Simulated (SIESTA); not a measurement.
**Ti in SIESTA: the effect of basis**

Crystal: Ti.

```
Ti
1.0
     4.56737    0.00000    0.00000
    -2.28369    3.95546    0.00000
     0.00000    0.00000    2.82624
Ti
3
Direct
  0.66667 0.33333 0.50000
  0.33333 0.66667 0.50000
  0.00000 0.00000 0.00000
```

This isn't the form of Ti at room conditions, which is hcp.

Alike in all runs:

```yaml
Program: SIESTA 5.4.2
Task: band structure
Functional: PBEsol
Potentials_or_basis: PseudoDojo 0.4 standard (PBEsol files)
Grid_cutoff: 800 Ry
Energy_shift: 0.003 Ry
k_mesh: 7 × 7 × 9
Occupations: fermi-dirac, width 0.05 eV
Spin: no spin polarisation
```

**Question.** One run gave: pressure -0.4 GPa. Which basis did it use?
A. DZP
B. SZ
C. DZ
D. SZP
E. TZDP

**Answer.** D.

```tsv
basis	pressure (GPa)
SZ	-11.9
SZP	-0.4
DZ	-5.8
DZP	-3.3
TZP	-3.6
TZDP	-3.7
```

Caveats: the basis of atomic orbitals isn't converged, which shifts pressures, moduli and gaps; the basis has no polarisation orbitals (some runs).
